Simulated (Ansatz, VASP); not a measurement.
One calculation of PtS2, two programs

```
CELL_PARAMETERS angstrom
3.57863 0.00000 0.00000
-1.78932 3.09919 0.00000
0.00000 0.00000 5.03880
ATOMIC_POSITIONS crystal
Pt 0.00000 0.00000 0.00000
S 0.66667 0.33333 0.77300
S 0.33333 0.66667 0.22700
```

Alike in both runs: task single point; functional PBE; k mesh 7 × 7 × 5; occupations fermi-dirac, width 0.05 eV; no spin polarisation.

```csv
,VASP,Ansatz
version,VASP 6.6.1,Ansatz 0.2.0
potentials or method,"VASP PAW PBE potentials, release 64 (Pt, S)",Ansatz PAW
plane-wave cutoff (eV),520,420
valence electrons in the cell,22,30
```

Ansatz gave:

- gap on the k mesh at the Fermi level (eV): 0.83
- least direct gap on the mesh (eV): 1.09
- pressure (GPa): 7.8
- largest component of the traceless stress (GPa): 0.29
- rms of the force components (eV/Å): 0.453

**Question.** Which values does VASP return?

**Answer.** gap on the k mesh at the Fermi level (eV): 0.84; least direct gap on the mesh (eV): 1.11; pressure (GPa): 7.3; largest component of the traceless stress (GPa): 0.47; rms of the force components (eV/Å): 0.434.

Atom by atom the forces differ by 0.019 eV/Å (rms over components). The two sets of potentials don't hold the same shells in valence.

Caveats: spin-orbit coupling is left out, which moves the levels of the heavy elements; an odd mesh through Γ misses points on the zone boundary, where band edges often lie (VASP); odd divisions of the mesh miss points on the zone boundary, where band edges often lie, so the gap on the mesh can be too wide (Ansatz).
